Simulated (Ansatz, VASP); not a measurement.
**GaAs in VASP and in Ansatz**

```xyz
2
Lattice="0.0000 2.4695 3.7042 2.4695 0.0000 3.7042 2.4695 2.4695 0.0000" Properties=species:S:1:pos:R:3 pbc="T T T"
Ga    0.0000    0.0000    0.0000
As    3.7042    3.7042    5.5563
```

Alike in both runs: task single point; functional PBE; k mesh 8 × 8 × 8; occupations gaussian, width 0.05 eV; no spin polarisation.

|  | VASP | Ansatz |
| --- | --- | --- |
| version | VASP 6.6.1 | Ansatz 0.2.0 |
| potentials or method | VASP PAW PBE potentials, release 64 (Ga_d, As) | scalar-relativistic, plane waves, PAW |
| plane-wave cutoff (eV) | 520 | 420 |
| valence electrons in the cell | 18 | 28 |

```csv
,VASP,Ansatz,Ansatz less VASP
gap on the k mesh at the Fermi level (eV),none,none,-
pressure (GPa),2.6,2.5,-0.15
largest component of the traceless stress (GPa),8.97,9.07,+0.105
```

A gap of «none» marks a metal or a gap that the smearing closes. The two sets of potentials don't hold the same shells in valence.
